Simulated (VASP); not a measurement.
Crystal: In.

```
CELL_PARAMETERS angstrom
-1.62547 1.62547 2.47370
1.62547 -1.62547 2.47370
1.62547 1.62547 -2.47370
ATOMIC_POSITIONS crystal
In 0.00000 0.00000 0.00000
```

```yaml
Program: VASP 6.6.1
Task: relaxation of cell and atoms
Functional: PBE
Potentials_or_basis: VASP PAW PBE potentials, release 64 (In)
Cutoff: 520 eV
k_mesh: 18 × 18 × 18
Occupations: gaussian, width 0.1 eV
Spin: no spin polarisation
```

At the start: pressure 2.1 GPa; volume 26.14 Å³/atom.

Problem. Where does the relaxation end?

Solution. Over 19 steps the energy falls by 11.3 meV/atom and the volume is 27.54 Å³/atom (+5.3 %); space group Fm-3m (No. 225, to 0.05 Å).

Step by step:
| step | energy change (eV) | largest force (eV/Å) | pressure (GPa) | volume (Å³) |
| --- | --- | --- | --- | --- |
| 1 | 0.0000 | 0.0000 | 2.14 | 26.14 |
| 2 | -0.0089 | 0.0000 | 0.10 | 27.49 |
| 3 | -0.0089 | 0.0000 | 0.00 | 27.56 |
| 4 | -0.0089 | 0.0000 | 0.03 | 27.53 |
| 5 | -0.0089 | 0.0000 | 0.04 | 27.54 |
| 6 | -0.0090 | 0.0000 | 0.03 | 27.54 |
| 7 | -0.0090 | 0.0000 | 0.02 | 27.56 |
| 8 | -0.0092 | 0.0000 | -0.01 | 27.58 |
| 9 | -0.0098 | 0.0000 | -0.09 | 27.62 |
| 10 | -0.0112 | 0.0000 | -0.20 | 27.69 |
| 11 | -0.0112 | 0.0000 | -0.20 | 27.68 |
| 12 | -0.0112 | 0.0000 | -0.18 | 27.68 |
| 13 | -0.0112 | 0.0000 | -0.15 | 27.65 |
| 14 | -0.0112 | 0.0000 | -0.08 | 27.60 |
| 15 | -0.0112 | 0.0000 | -0.11 | 27.62 |
| 16 | -0.0112 | 0.0000 | -0.11 | 27.61 |
| 17 | -0.0113 | 0.0000 | -0.06 | 27.58 |
| 18 | -0.0113 | 0.0000 | 0.03 | 27.51 |
| 19 | -0.0113 | 0.0000 | 0.00 | 27.54 |

Final structure:
```yaml
crystal:
  lattice:
    - [-1.69476, 1.69476, 2.39689]
    - [1.69476, -1.69476, 2.39689]
    - [1.69476, 1.69476, -2.39689]
  atoms:
    - { symbol: In, position: [0.00000, 0.00000, 0.00000] }
```
